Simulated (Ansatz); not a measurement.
# What strain does to CsPbCl3 (Pm-3m)

CsPbCl3 (Pm-3m) from a database structure, relaxed with r2SCAN in Ansatz. Space group Pm-3m (No. 221), cubic; a = 5.677 Å in the conventional setting, 36.59 Å³ an atom. Cs is surrounded by 12 Cl at 4.01 Å; Pb is surrounded by 6 Cl at 2.84 Å; Cl is surrounded by 2 Pb at 2.84 Å and 4 Cs at 4.01 Å.

The axes x, y and z are those of this cell:
```
Cs Pb Cl
1.0
     4.01412    2.31755    3.27732
    -4.01412    2.31755    3.27732
     0.00000   -4.63511    3.27732
Cs Pb Cl
1 1 3
Direct
  0.50000 0.50000 0.50000
  0.00000 0.00000 0.00000
  0.50000 0.00005 0.99995
  0.00005 0.99995 0.50000
  0.99995 0.50000 0.00005
```

Unstrained: With PBE the gap is 2.088 eV and direct, at R. The r2SCAN gap is direct at R: 2.463 eV. With HSE06 the gap is 2.787 eV and direct, at R. Meshes: PBE 4×4×4, r2SCAN 4×4×4, HSE06 4×4×4. Strains are changes of length per length. After each strain the atoms were relaxed again with r2SCAN within the symmetry that the strain leaves, so tilts or polar shifts that break it weren't tested; points keep the names that they have in the unstrained zone. The values are computed, spin-unpolarised, and not measurements.

Changes of the least gap in eV (an overlap counts as a negative gap):
```json
{"strain": "isotropic +3.62 % on every length", "volume change (%)": "+11.3", "space group": "Pm-3m", "PBE": "+0.352", "r2SCAN": "+0.380", "HSE06": "+0.422", "energy rise, r2SCAN (meV/atom)": "29.0"}
{"strain": "uniaxial +2.66 % along z", "volume change (%)": "+2.7", "space group": "R-3m", "PBE": "+0.070", "r2SCAN": "+0.073", "HSE06": "+0.087", "energy rise, r2SCAN (meV/atom)": "2.4"}
{"strain": "uniaxial +0.86 % along x", "volume change (%)": "+0.9", "space group": "Cmmm", "PBE": "+0.007", "r2SCAN": "+0.007", "HSE06": "+0.012", "energy rise, r2SCAN (meV/atom)": "0.3"}
```

Isotropic +3.62 % on every length. HSE06: the gap goes from 2.787 to 3.209 eV (+0.422 eV). Stress change with r2SCAN, compression positive: xx -2.07, yy -2.07, zz -2.07 GPa. For HSE06, dE_g/d ln V = 3.9 eV over this step.

Uniaxial +2.66 % along z, other directions held. HSE06: the gap goes from 2.787 to 2.874 eV (+0.087 eV). Stress change with r2SCAN, compression positive: xx -0.53, yy -0.53, zz -0.81 GPa.

Uniaxial +0.86 % along x, other directions held. HSE06: the gap goes from 2.787 to 2.799 eV (+0.012 eV). Stress change with r2SCAN, compression positive: xx -0.32, yy -0.12, zz -0.18, yz -0.08 GPa.

Spin-orbit coupling is left out; in compounds of Pb, Bi, Tl or Hg it can lower a gap by up to about 1 eV, split its edges or invert the bands.

The meshes of the hybrids are coarse, so their gaps aren't converged to the digits shown.
